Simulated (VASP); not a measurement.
# HgSe (lda) (F-43m) in VASP: a series of runs

Runs on HgSe (lda). Level: LDA. Tasks: single point, relaxation of cell and atoms.

All numbers are computed with VASP 6.6.1; they aren't measurements. Logs are shortened: lines on timing, memory, paths and dates and some standing lists are left out, and cuts for length are marked.

### 1 Starting point

It takes space group F-43m (No. 216, cubic). Conventional cell: a = 6.063 Å, b = 6.063 Å, c = 6.063 Å, α = 90.00°, β = 90.00°, γ = 90.00°. Hg (site symmetry -43m) has 4 Se at 2.63 Å as nearest neighbours. Around Se (site symmetry -43m) lie 4 Hg at 2.63 Å.

### 2 Single point, LDA

INCAR reads:

```
PREC = Accurate
ENCUT = 520
EDIFF = 1E-7
ISMEAR = 0
SIGMA = 0.1
LREAL = False
LASPH = True
NELM = 100
ALGO = Normal
ISIF = 2
LWAVE = False
LCHARG = True
LELF = True
LVHAR = True
NBANDS = 16
```

KPOINTS reads:

```
regular mesh
0
Gamma
  12 12 12
```

POSCAR reads:

```
HgSe
1.0
    0.0000000000      3.0315509453      3.0315509453
    3.0315509453      0.0000000000      3.0315509453
    3.0315509453      3.0315509453      0.0000000000
Hg Se
1 1
Direct
    0.0000000000      0.0000000000      0.0000000000
    0.2500000000      0.2500000000      0.2500000000
```

Potentials or basis: VASP PAW LDA potentials, release 64 (Hg, Se).

Started as:

```console
> cat potpaw_LDA.64/Hg/POTCAR potpaw_LDA.64/Se/POTCAR > POTCAR
> mpirun -np 1 vasp_std > vasp.out
```

OUTCAR:

```text
PREC = Accurate
   ENCUT = 520
   EDIFF = 1E-7
   ISMEAR = 0
   LREAL = False
   LASPH = True
   NELM = 100
   ISIF = 2

 ion  position               nearest neighbor table
   1  0.000  0.000  0.000-   2 2.63   2 2.63   2 2.63   2 2.63
   2  0.250  0.250  0.250-   1 2.63   1 2.63   1 2.63   1 2.63

  LATTYP: Found a face centered cubic cell.
 ALAT       =     6.0631018906

  Lattice vectors:

 A1 = (   0.0000000000,   3.0315509453,   3.0315509453)
 A2 = (   3.0315509453,   0.0000000000,   3.0315509453)
 A3 = (   3.0315509453,   3.0315509453,   0.0000000000)

Analysis of symmetry for initial positions (statically):
=====================================================================
 Subroutine PRICEL returns:
 Original cell was already a primitive cell.

 Routine SETGRP: Setting up the symmetry group for a
 face centered cubic supercell.

 Subroutine GETGRP returns: Found 24 space group operations
 (whereof 24 operations were pure point group operations)
 out of a pool of 48 trial point group operations.

The static configuration has the point symmetry T_d .

Analysis of symmetry for dynamics (positions and initial velocities):
=====================================================================
 Subroutine PRICEL returns:
 Original cell was already a primitive cell.

 Routine SETGRP: Setting up the symmetry group for a
 face centered cubic supercell.

 Subroutine GETGRP returns: Found 24 space group operations
 (whereof 24 operations were pure point group operations)
 out of a pool of 48 trial point group operations.

The dynamic configuration has the point symmetry T_d .

 Subroutine INISYM returns: Found 24 space group operations
 (whereof 24 operations are pure point group operations),
 and found     1 'primitive' translations

----------------------------------------------------------------------------------------

                                     Primitive cell

  volume of cell :      55.7217

  direct lattice vectors                    reciprocal lattice vectors
     0.000000000  3.031550945  3.031550945    -0.164932079  0.164932079  0.164932079
     3.031550945  0.000000000  3.031550945     0.164932079 -0.164932079  0.164932079
     3.031550945  3.031550945  0.000000000     0.164932079  0.164932079 -0.164932079

  length of vectors
     4.287260462  4.287260462  4.287260462     0.285670741  0.285670741  0.285670741

  position of ions in fractional coordinates (direct lattice)
     0.000000000  0.000000000  0.000000000
     0.250000000  0.250000000  0.250000000

  ion indices of the primitive-cell ions
   primitive index   ion index
                 1           1
                 2           2

----------------------------------------------------------------------------------------

 KPOINTS: regular mesh

Automatic generation of k-mesh.
 Grid dimensions read from file:
 generate k-points for:   12   12   12

 Generating k-lattice:

  Cartesian coordinates                     Fractional coordinates (reciprocal lattice)
    -0.013744340  0.013744340  0.013744340     0.083333333  0.000000000  0.000000000
     0.013744340 -0.013744340  0.013744340     0.000000000  0.083333333  0.000000000
     0.013744340  0.013744340 -0.013744340     0.000000000  0.000000000  0.083333333

  Length of vectors
     0.023805895  0.023805895  0.023805895

  Shift w.r.t. Gamma in fractional coordinates (k-lattice)
     0.000000000  0.000000000  0.000000000

 Subroutine IBZKPT returns following result:
 ===========================================

 Found     72 irreducible k-points:

 Following reciprocal coordinates:
            Coordinates               Weight
  0.000000  0.000000  0.000000      1.000000
  0.083333  0.000000  0.000000      8.000000
  0.166667  0.000000  0.000000      8.000000
  0.250000  0.000000  0.000000      8.000000
  0.333333  0.000000  0.000000      8.000000
  0.416667  0.000000  0.000000      8.000000
[... 16 lines left out ...]
  0.500000  0.166667  0.000000     24.000000
 -0.416667  0.166667  0.000000     24.000000
 [... further k-points ...]
   k-points           NKPTS =     72   k-points in BZ     NKDIM =     72   number of bands    NBANDS=     16
   number of dos      NEDOS =    301   number of ions     NIONS =      2
   total plane-waves  NPLWV =  32768
   dimension x,y,z NGX =    32 NGY =   32 NGZ =   32
   dimension x,y,z NGXF=    64 NGYF=   64 NGZF=   64
   ions per type =               1   1
   NGX,Y,Z   is equivalent  to a cutoff of  12.41, 12.41, 12.41 a.u.
   NGXF,Y,Z  is equivalent  to a cutoff of  24.82, 24.82, 24.82 a.u.
 SYSTEM =  unknown system
   PREC   = accura    normal or accurate (medium, high low for compatibility)
   ISTART =      0    job   : 0-new  1-cont  2-samecut
   ICHARG =      2    charge: 1-file 2-atom 10-const
   ISPIN  =      1    spin polarized calculation?
   LNONCOLLINEAR =      F non collinear calculations
   LSORBIT =      F    spin-orbit coupling
   LASPH  =      T    aspherical Exc in radial PAW
   ENCUT  =  520.0 eV  38.22 Ry    6.18 a.u.   7.97  7.97  7.97*2*pi/ulx,y,z
   NELM   =    100;   NELMIN=  2; NELMDL= -5     # of ELM steps
   EDIFF  = 0.1E-06   stopping-criterion for ELM
   LREAL  =      F    real-space projection
   EDIFFG = 0.1E-05   stopping-criterion for IOM
   NSW    =      0    number of steps for IOM
   IBRION =     -1    ionic relax: 0-MD 1-quasi-New 2-CG
   NFREE  =      0    steps in history (QN), initial steepest desc. (CG)
   ISIF   =      2    stress and relaxation
   ISYM   =      2    0-nonsym 1-usesym 2-fastsym
   POTIM  = 0.5000    time-step for ionic-motion
   TEBEG  =    0.0;   TEEND  =   0.0 temperature during run
   PSTRESS=    0.0 pullay stress
   NELECT =      18.0000    total number of electrons
   NUPDOWN=      -1.0000    fix difference up-down
   EMIN   =  10.00;   EMAX   =-10.00  energy-range for DOS
   EFERMI =   0.00;   METHOD = LEGACY
   ISMEAR =     0;   SIGMA  =   0.10  broadening in eV -4-tet -1-fermi 0-gaus
   EFERMI_NEDOS =   21; number of points for ismear=-14 and -15
   IALGO  =     38    algorithm
   IMIX   =      4    mixing-type and parameters
     AMIX     =   0.40;   BMIX     =  1.00
     AMIX_MAG =   1.60;   BMIX_MAG =  1.00
  volume/ion in A,a.u.               =      27.86       188.01
  Fermi-wavevector in a.u.,A,eV,Ry     =   1.123287  2.122705 17.167478  1.261774
  Thomas-Fermi vector in A             =   2.259952
   LORBIT       =      0    0 simple, 1 ext, 2 COOP (PROOUT), +10 PAW based schemes
   GGA     = CA    functional components
   LHFCALC =     F    Hartree Fock is set to
   AEXX    =    0.0000 exact exchange contribution
   IVDW    =     0    specifies the selected vdW correction
   LEPSILON=     F    determine dielectric tensor
   LRPA    =     F    only Hartree local field effects (RPA)
 non-spin polarized calculation
 Gauss-broadening in eV      SIGMA  =   0.10
  energy-cutoff  :      520.00
  volume of cell :       55.72
 maximum number of plane-waves:      1524
   NGX = 15   NGY = 15   NGZ = 15

 number of electron      18.0000002 magnetization

 Free energy of the ion-electron system (eV)
  ---------------------------------------------------
  ext. energy  EPLUGINS =         0.00000000
  ---------------------------------------------------
  free energy    TOTEN  =        -5.49358318 eV

  energy without entropy =       -5.49342577  energy(sigma->0) =       -5.49350448

 E-fermi :   1.7786     XC(G=0):  -9.4825

 val. band max:        1.7138321685   @ k =   0.0000   0.0000   0.0000
 cond. band min:       2.0323707288   @ k =   0.0833   0.0000   0.0000
 fundamental gap:      0.3185385602
 Fermi energy:         1.7785619965

 k-point     1 :       0.0000    0.0000    0.0000
  band No.  band energies     occupation
      1     -11.8606      2.00000
      2      -5.5491      2.00000
      3      -5.5491      2.00000
      4      -5.5491      2.00000
      5      -4.7853      2.00000
      6      -4.7853      2.00000
[... 8 lines left out ...]
     15      13.0331      0.00000
     16      13.0331      0.00000

 k-point     2 :       0.0833    0.0000    0.0000
  band No.  band energies     occupation
      1     -11.8293      2.00000
      2      -5.5391      2.00000
      3      -5.5346      2.00000
      4      -5.5346      2.00000
      5      -4.7869      2.00000
      6      -4.7869      2.00000
[... 8 lines left out ...]
     15      12.3760      0.00000
     16      12.3760      0.00000

 k-point     3 :       0.1667    0.0000    0.0000
  band No.  band energies     occupation
      1     -11.7426      2.00000
      2      -5.4964      2.00000
      3      -5.4964      2.00000
      4      -5.4962      2.00000
      5      -4.7884      2.00000
      6      -4.7884      2.00000
[... 8 lines left out ...]
     15      11.8667      0.00000
     16      11.8667      0.00000

 k-point     4 :       0.2500    0.0000    0.0000
  band No.  band energies     occupation
      1     -11.6209      2.00000
      2      -5.4484      2.00000
      3      -5.4484      2.00000
      4      -5.3861      2.00000
      5      -4.7830      2.00000
      6      -4.7830      2.00000
[... 8 lines left out ...]
     15      11.7765      0.00000
     16      11.7765      0.00000
[... 324 lines left out ...]
 k-point    22 :       0.4167    0.1667    0.0000
  band No.  band energies     occupation
      1     -11.3930      2.00000
      2      -5.3917      2.00000
      3      -5.3019      2.00000
      4      -5.0870      2.00000
      5      -4.7339      2.00000
      6      -4.7225      2.00000
[... 8 lines left out ...]
     15      12.8492      0.00000
     16      13.5259      0.00000

 k-point    23 :       0.5000    0.1667    0.0000
  band No.  band energies     occupation
      1     -11.3265      2.00000
      2      -5.3615      2.00000
      3      -5.2912      2.00000
      4      -4.8923      2.00000
      5      -4.7291      2.00000
      6      -4.5307      2.00000
[... 8 lines left out ...]
     15      12.9345      0.00000
     16      13.6303      0.00000

 k-point    24 :      -0.4167    0.1667    0.0000
  band No.  band energies     occupation
      1     -11.3179      2.00000
      2      -5.3504      2.00000
      3      -5.3014      2.00000
      4      -4.8161      2.00000
      5      -4.7551      2.00000
      6      -4.4717      2.00000
[... 8 lines left out ...]
     15      12.7252      0.00000
     16      12.8858      0.00000

 [... further k-points ...]

------------------------ aborting loop because EDIFF is reached ----------------------------------------

  FORCE on cell =-STRESS in cart. coord.  units (eV):
  Direction    XX          YY          ZZ          XY          YZ          ZX
  --------------------------------------------------------------------------------------
  -------------------------------------------------------------------------------------
  Total        0.1729968      0.1729968      0.1729968     -0.0000000      0.0000000      0.0000000
  in kB        4.9742090      4.9742090      4.9742090     -0.0000000      0.0000000      0.0000000
  external PRESSURE =       4.9742090 kB  Pullay stress =       0.0000000 kB

 VOLUME and BASIS-vectors are now :
 -----------------------------------------------------------------------------
  energy-cutoff  :      520.00
  volume of cell :       55.72
      direct lattice vectors                 reciprocal lattice vectors
     0.000000000  3.031550945  3.031550945    -0.164932079  0.164932079  0.164932079
     3.031550945  0.000000000  3.031550945     0.164932079 -0.164932079  0.164932079
     3.031550945  3.031550945  0.000000000     0.164932079  0.164932079 -0.164932079

 POSITION                                       TOTAL-FORCE (eV/Angst)
 -----------------------------------------------------------------------------------
      0.00000      0.00000      0.00000        -0.000000     -0.000000     -0.000000
      1.51578      1.51578      1.51578         0.000000      0.000000      0.000000
 -----------------------------------------------------------------------------------
    total drift:                               -0.000000     -0.000000     -0.000000

  FREE ENERGIE OF THE ION-ELECTRON SYSTEM (eV)
  ---------------------------------------------------
  free  energy   TOTEN  =        -5.4935831833 eV

  energy  without entropy=       -5.4934257695  energy(sigma->0) =       -5.49350448
```

Wall time 23 s (1 thread of Intel Xeon Platinum 8488C (Sapphire Rapids), shared host); peak memory 0.19 GiB.

Results:

| Property | Result |
| --- | --- |
| Free energy | -5.4936 eV |
| Pressure | 0.5 GPa |
| Band gap on the k mesh | none (metal or under the smearing width) |

### 3 Relaxation of cell and atoms, LDA

This run uses another cell than the first one, of 28.07 Å³/atom, 1.007 times its volume.

INCAR reads:

```
SYSTEM = HgSe
PREC = Accurate
ENCUT = 600
EDIFF = 1E-6
ISMEAR = 0
SIGMA = 0.1
LREAL = .False.
LASPH = .True.
NELM = 100
ALGO = Normal
ISIF = 3
LWAVE = .False.
LCHARG = .False.
IBRION = 2
NSW = 100
EDIFFG = -0.002
```

KPOINTS reads:

```
Automatic mesh
0
Gamma
  12 12 12
  0 0 0
```

POSCAR reads:

```
HgSe
1.0
    0.0000000000      3.0390000000      3.0390000000
    3.0390000000      0.0000000000      3.0390000000
    3.0390000000      3.0390000000      0.0000000000
Hg Se
1 1
Direct
    0.0000000000      0.0000000000      0.0000000000
    0.2500000000      0.2500000000      0.2500000000
```

Potentials or basis: VASP PAW LDA potentials, release 64 (Hg, Se).

Started as:

```console
> cat potpaw_LDA.64/Hg/POTCAR potpaw_LDA.64/Se/POTCAR > POTCAR
> mpirun -np 1 vasp_std > vasp.out
```

Run time: 74 s. Hardware: 1 thread of Intel Xeon Platinum 8488C (Sapphire Rapids), shared host; peak memory 0.22 GiB.

It converged, with:

| Property | Result |
| --- | --- |
| Free energy | -5.4946 eV |
| Relaxed volume | 28.12 Å³/atom |
| Relaxed cell | a = 4.301 Å, b = 4.301 Å, c = 4.301 Å, α = 60.00°, β = 60.00°, γ = 60.00° |
| Space group after relaxing (to 0.05 Å) | F-43m (No. 216) |
| Energy gained by relaxing | 0.0 meV/atom |
| Ionic steps | 7 |
| Pressure after relaxing | 0.0 GPa |
| Band gap on the k mesh | none (metal or under the smearing width) |

Final structure:
```cif
data_structure
_symmetry_space_group_name_H-M 'P 1'
_symmetry_Int_Tables_number 1
_cell_length_a 4.3005
_cell_length_b 4.3005
_cell_length_c 4.3005
_cell_angle_alpha 60.000
_cell_angle_beta 60.000
_cell_angle_gamma 60.000
_cell_volume 56.24
loop_
_atom_site_label
_atom_site_type_symbol
_atom_site_fract_x
_atom_site_fract_y
_atom_site_fract_z
_atom_site_occupancy
Hg1 Hg 0.00000 0.00000 0.00000 1
Se1 Se 0.25000 0.25000 0.25000 1
```

Levels at points of the mesh, in eV from the Fermi level:
| k point | band 7 | band 8 | band 9 | band 10 | band 11 | band 12 |
| --- | --- | --- | --- | --- | --- | --- |
| (0.00, 0.00, 0.00) | -1.17 | -0.07 | -0.07 | -0.07 | 5.32 | 5.32 |
| (0.50, 0.00, 0.00) | -5.66 | -1.05 | -1.05 | 0.91 | 6.08 | 6.08 |
| (0.50, 0.50, 0.00) | -5.21 | -2.40 | -2.40 | 2.63 | 2.73 | 8.18 |

Spin-orbit coupling is left out, which matters for the levels of Hg.
